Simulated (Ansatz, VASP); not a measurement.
**Two plane-wave programs on SnTe**

```xyz
2
Lattice="-0.9980 2.7445 2.7445 2.7445 -0.9980 2.7445 2.7445 2.7445 -0.9980" Properties=species:S:1:pos:R:3 pbc="T T T"
Sn    0.0000    0.0000    0.0000
Te    2.2455    2.2455    2.2455
```

Alike in both runs: task single point; functional PBE; k mesh 10 × 10 × 10; occupations gaussian, width 0.03 eV; no spin polarisation.

```csv
,VASP,Ansatz
version,VASP 6.6.1,Ansatz 0.2.0
potentials or method,"VASP PAW PBE potentials, release 64 (Sn_d, Te)","scalar-relativistic, plane waves, PAW"
plane-wave cutoff (eV),520,420
valence electrons in the cell,20,30
```

|  | VASP | Ansatz | Ansatz less VASP |
| --- | --- | --- | --- |
| gap on the k mesh at the Fermi level (eV) | none | none | - |
| pressure (GPa) | -2.0 | -1.9 | +0.05 |
| largest component of the traceless stress (GPa) | 1.17 | 1.17 | 0.000 |

A gap of «none» marks a metal or a gap that the smearing closes. With one functional, cell and mesh, what is left measures potentials, basis and numerics. The two sets of potentials don't hold the same shells in valence.

Spin-orbit coupling is left out, which matters for the levels of Te.
